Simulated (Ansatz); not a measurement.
## Sr under changes of volume

One of the cells (56.319 Å³/atom); the others are scaled copies at fixed shape and fractional positions:

```xyz
1
Lattice="0.0000 3.0423 3.0423 3.0423 0.0000 3.0423 3.0423 3.0423 0.0000" Properties=species:S:1:pos:R:3 pbc="T T T"
Sr    0.0000    0.0000    0.0000
```

```yaml
Program: Ansatz 0.2.0
Functional: PBE
Potentials_or_basis: SPMS NC
Cutoff: "354 eV (not typed: the program's choice for these potentials)"
k_mesh: 8 × 8 × 8
Occupations: fermi-dirac, width 0.05 eV
Spin: no spin polarisation
```

```csv
volume (Å³/atom),energy over the lowest point (meV/atom),pressure (GPa)
52.940,1.38,0.4
54.067,0.00,0.1
55.193,?,?
56.319,2.39,-0.4
57.446,5.81,-0.6
58.572,10.57,-0.7
59.698,16.54,-0.9
```

What does the run at 55.193 Å³/atom give?

Energy over the lowest point 0.40 meV/atom; pressure -0.1 GPa.

Worked out: A Birch-Murnaghan fit of order 3 (a polynomial in V^(-2/3)) to the other rows has its minimum at 54.37 Å³/atom with B0 = V·E''(V) = 11.7 GPa and B' = 3.6. It gives 0.39 meV/atom at 55.193 Å³/atom, against the run's 0.40, and -dE/dV = -0.2 GPa, against -0.1.

Energies are extrapolated to zero smearing.
